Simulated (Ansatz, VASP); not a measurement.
# Ca in VASP and in Ansatz

Contents of INCAR:

```
ALGO     = Fast           # electronic algorithm
EDIFF    = 1E-6           # SCF threshold, eV
ENCUT    = 520            # plane-wave cutoff, eV
GGA      = PS             # functional
ISIF     = 2              # what is computed and relaxed
ISMEAR   = 0              # smearing method
LASPH    = True           # aspherical terms in the spheres
LCHARG   = False          # write CHGCAR
LREAL    = False          # projectors in reciprocal space
LWAVE    = False          # write WAVECAR
NBANDS   = 11             # bands
NELM     = 60             # most SCF steps
PREC     = Accurate       # precision mode
SIGMA    = 0.15           # smearing width, eV
```

Contents of KPOINTS:

```
k-points
0
Gamma
  16 16 16
```

The input POSCAR:

```
Ca
1.0
   -2.4192000000      2.4192000000      2.1504000000
    2.4192000000     -2.4192000000      2.1504000000
    2.4192000000      2.4192000000     -2.1504000000
Ca
1
Direct
    0.0000000000      0.0000000000      0.0000000000
```

Input for Ansatz:

```yaml
crystal:
  lattice:
    - [-2.4192, 2.4192, 2.1504]
    - [2.4192, -2.4192, 2.1504]
    - [2.4192, 2.4192, -2.1504]
  atoms:
    - { symbol: Ca, position: [0.0, 0.0, 0.0] }
basis:
  ecutwfc: 420
kpoints:
  mp_grid: { grid: [16, 16, 16] }
hamiltonian:
  xc: pbesol
scf:
  occupations: { method: gaussian, width: 0.15 }
output:
  forces: true
  stress: true
  eigenvalues: true
```

Change from the starting cell: strain +0.080 along x and y, -0.040 along z, atoms carried along.

Alike in both runs: task single point; functional PBEsol; k mesh 16 × 16 × 16; occupations gaussian, width 0.15 eV; no spin polarisation.

```csv
,VASP,Ansatz
version,VASP 6.6.1,Ansatz 0.2.0
potentials or method,"VASP PAW PBE potentials, release 64 (Ca_sv)","scalar-relativistic, plane waves, PAW"
plane-wave cutoff (eV),520,420
valence electrons in the cell,10,10
```

|  | VASP | Ansatz | Ansatz less VASP |
| --- | --- | --- | --- |
| gap on the k mesh at the Fermi level (eV) | none | none | - |
| pressure (GPa) | -2.7 | -2.7 | 0.00 |
| largest component of the traceless stress (GPa) | 0.25 | 0.25 | +0.001 |

A gap of «none» marks a metal or a gap that the smearing closes.

Caveats: the PAW data sets were made with another functional, which shifts forces and pressure a little (VASP).
